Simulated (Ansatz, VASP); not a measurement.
## CdTe: VASP beside Ansatz

Contents of INCAR:

```
PREC     = Accurate       # precision mode
ENCUT    = 520            # plane-wave cutoff, eV
EDIFF    = 1E-7           # SCF threshold, eV
ISMEAR   = 0              # smearing method
SIGMA    = 0.05           # smearing width, eV
LREAL    = F              # projectors in reciprocal space
LASPH    = T              # aspherical terms in the spheres
NELM     = 60             # most SCF steps
ALGO     = Normal         # electronic algorithm
ISIF     = 2              # what is computed and relaxed
LWAVE    = F              # write WAVECAR
LCHARG   = F              # write CHGCAR
GGA      = PE             # functional
NBANDS   = 16             # bands
```

Contents of KPOINTS:

```
regular mesh
0
Gamma
  8 8 8
```

Contents of POSCAR:

```
CdTe
1.0
    0.0000000000      3.6999022328      2.4049364513
    3.6999022328      0.0000000000      2.4049364513
    3.6999022328      3.6999022328      0.0000000000
Cd Te
1 1
Direct
    0.0000000000      0.0000000000      0.0000000000
    0.7500000000      0.7500000000      0.7500000000
```

Input for Ansatz:

```yaml
crystal:
  lattice:
    - [0.0, 3.6999022328, 2.4049364513]
    - [3.6999022328, 0.0, 2.4049364513]
    - [3.6999022328, 3.6999022328, 0.0]
  atoms:
    - { symbol: Cd, position: [0.0, 0.0, 0.0] }
    - { symbol: Te, position: [0.75, 0.75, 0.75] }
basis:
  ecutwfc: 420
kpoints:
  mp_grid: { grid: [8, 8, 8] }
hamiltonian:
  xc: pbe
scf:
  occupations: { method: gaussian, width: 0.05 }
output:
  forces: true
  stress: true
  eigenvalues: true
```

Alike in both runs: task single point; functional PBE; k mesh 8 × 8 × 8; occupations gaussian, width 0.05 eV; no spin polarisation.

|  | VASP | Ansatz |
| --- | --- | --- |
| version | VASP 6.6.1 | Ansatz 0.2.0 |
| potentials or method | VASP PAW PBE potentials, release 64 (Cd, Te) | scalar-relativistic, plane waves, PAW |
| plane-wave cutoff (eV) | 520 | 420 |
| valence electrons in the cell | 18 | 36 |

|  | VASP | Ansatz | Ansatz less VASP |
| --- | --- | --- | --- |
| gap on the k mesh at the Fermi level (eV) | 0.10 | 0.10 | -0.001 |
| least direct gap on the mesh (eV) | 0.10 | 0.10 | -0.001 |
| pressure (GPa) | 0.9 | 0.8 | -0.14 |
| largest component of the traceless stress (GPa) | 1.99 | 2.03 | +0.044 |

The two sets of potentials don't hold the same shells in valence.

Caveats: spin-orbit coupling is left out, which moves the levels of the heavy elements.
